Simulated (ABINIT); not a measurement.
The system is C.

```
C
1.0
     0.00000    1.78337    1.78337
     1.78337    0.00000    1.78337
     1.78337    1.78337    0.00000
C
2
Cartesian
  2.6751 2.6751 2.6751
  1.7834 1.7834 1.7834
```

This isn't the form of C at room conditions, which is graphite.

Base run:

| Property | Result |
| --- | --- |
| Program | ABINIT 10.8.3 (patched build) |
| Functional | OLYP |
| Potentials or basis | PseudoDojo NC SR PBE v0.4.1 standard |
| Cutoff | 1116 eV |
| k mesh | 13 × 13 × 13 |
| Occupations | fermi-dirac, width 0.05 eV |
| Spin | no spin polarisation |

Its results: band gap on the k mesh 4.34 eV, indirect (least direct gap 5.64 eV); pressure -10.3 GPa.

Question: After a change of settings the same cell gave: band gap on the k mesh 4.46 eV, indirect (least direct gap 5.74 eV); pressure 16.3 GPa. Which change was it?
A. functional from OLYP to AM05; potentials or basis from PseudoDojo NC SR PBE v0.4.1 standard to PseudoDojo NC SR PBEsol v0.4.1 standard
B. functional from OLYP to BLYP
C. functional from OLYP to BP86; potentials or basis from PseudoDojo NC SR PBE v0.4.1 standard to JTH PAW PBE v2.0; cutoff from 1116 eV to 544 eV
D. functional from OLYP to SOGGA; potentials or basis from PseudoDojo NC SR PBE v0.4.1 standard to JTH PAW PBE v2.0; cutoff from 1116 eV to 544 eV

Answer: B.

Caveats: the potentials were made for another functional, which shifts forces and pressure; so large a pressure means that the cell lies far from this level's equilibrium, or that cutoff or potentials fall short (some runs).

Not every run made on this cell is shown here.
